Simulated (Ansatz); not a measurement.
This log comes from Ansatz, run on Si3N4 (I-43d) from a database structure. The cell was relaxed beforehand with r2SCAN.

The cell:
```
CELL_PARAMETERS angstrom
-3.22138 3.22138 3.22138
3.22138 -3.22138 3.22138
3.22138 3.22138 -3.22138
ATOMIC_POSITIONS crystal
Si 0.37500 0.25000 0.62500
Si 0.62500 0.37500 0.25000
Si 0.87500 0.12500 0.75000
Si 0.25000 0.62500 0.37500
Si 0.75000 0.87500 0.12500
Si 0.12500 0.75000 0.87500
N 0.50000 0.00000 0.06251
N 0.56251 0.50000 0.00000
N 0.93749 0.93749 0.93749
N 0.00000 0.56251 0.50000
N 0.43749 0.43749 0.43749
N 0.00000 0.06251 0.50000
N 0.50000 0.00000 0.56251
N 0.06251 0.50000 0.00000
```

Main lines of the log:
```
scf.n_extra_bands = 7 over 32 filled bands (N_el = 64.0): the run solves 39 bands
Pseudopotential: Si, paw, valence charge 4, recommended cutoff 420 eV
Pseudopotential: N, paw, valence charge 5, recommended cutoff 420 eV
Crystal: 14 atoms, lattice volume = 133.716 Å³
Basis set: ecut = 420 eV, 2587 PW (Γ)
Bands: 39, of which v1, the nominal top of the filled ones, is band 32 counted from 1 (31 counted from 0)
Symmetry: 24 space group operations
Space group: I-43d (ITA 220)
k-points: 16 of 216 (time reversal used)
preconditioner: auto → Resta (q_TF=auto, 2.413 Å⁻¹)  ε∞=4.9  [insulator: Δε(μ)=4.116 eV  σ=0.020 eV  ℏωp=25.7 eV]
SCF 1 converged in 6 iterations: F = -6900.364283 eV  dr2 = 5.54e-9
NSCF: frozen V_eff on 62 k-points, pencils in batches of 32, up to order 172
SCF converged after 6 iterations
Free energy (F): -6900.364283 eV
Fermi energy:    11.611910 eV
--- Per-component energies (eV) ---
  E_band       = 148.678269
  E_kinetic    = 1354.827888
  E_local      = -1741.666849
  E_nonlocal   = 509.812737
  E_hartree    = 556.795848
  E_xc         = -828.145973
  E_vxc        = -913.815992
  E_paw        = -4100.451868
  E_vpaw       = -174.072129
  E_ewald      = -2651.536892
--- Forces (eV/Å), atoms counted from 1 ---
  atom   1  Si      0.00000      0.00000      0.00000
  atom   2  Si      0.00000      0.00000      0.00000
  atom   3  Si      0.00000      0.00000      0.00000
  atom   4  Si      0.00000      0.00000      0.00000
  atom   5  Si      0.00000      0.00000      0.00000
  atom   6  Si      0.00000      0.00000      0.00000
  atom   7  N     -0.02837    -0.02837      0.02837
  atom   8  N       0.02837    -0.02837    -0.02837
  atom   9  N       0.02837      0.02837      0.02837
  atom  10  N     -0.02837      0.02837    -0.02837
  atom  11  N       0.02837      0.02837      0.02837
  atom  12  N     -0.02837      0.02837    -0.02837
  atom  13  N     -0.02837    -0.02837      0.02837
  atom  14  N       0.02837    -0.02837    -0.02837
--- Stress (GPa, compression-positive) ---
        6.008822       0.000000       0.000000
        0.000000       6.008822       0.000000
        0.000000       0.000000       6.008822
  P = ⅓ Tr σ = 6.0088 GPa (60.088 kbar)
--- Band table (eV; the first three rows and the last of 16) ---
  k-point 0: bands = […, 7.5740, 7.5740, 9.3652, 9.3652, 9.3652, 9.4598, 14.1869, 14.1869, 14.2908, 14.2908, …]
  k-point 1: bands = […, 7.5756, 7.6156, 8.9979, 9.1938, 9.3989, 9.4156, 13.7266, 13.8827, 14.5019, 14.7805, …]
  k-point 2: bands = […, 7.3641, 7.8422, 8.1799, 8.7131, 9.4718, 9.4758, 14.0598, 14.1230, 15.0299, 15.5194, …]
  k-point 15: bands = […, 7.5885, 7.5885, 7.5885, 7.5885, 8.3089, 8.3089, 14.9904, 14.9904, 14.9904, 14.9904, …]
```

**Question.** What input produced it? Give the YAML, leaving the band path aside.

**Answer.**
```yaml
crystal:
  # lattice and atoms as above
kpoints:
  mp_grid: { grid: [6, 6, 6] }
hamiltonian:
  xc: pbe
scf:
  occupations: { method: fermi_dirac, width: 0.02 }
  n_extra_bands: 7
output:
  forces: true
  stress: true
  eigenvalues: true
```
There is no exchange loop, so no exact exchange. The compression on the r2SCAN cell fits PBE, which tends to larger cells. A single point prints forces and stress when the output block asks for them. Close relatives of this functional can't be ruled out from these lines alone. Keys that aren't typed take their defaults; thresholds and the kind of smearing can't be read off these lines.

It took 4.3 s on 1 × NVIDIA H100 80GB HBM3 with 2 threads of AMD EPYC 7R13 Processor (Zen 3) (shared host), load about 3.8 per core; peak host memory 1.2 GiB.

Spin-unpolarised throughout; all numbers are computed.
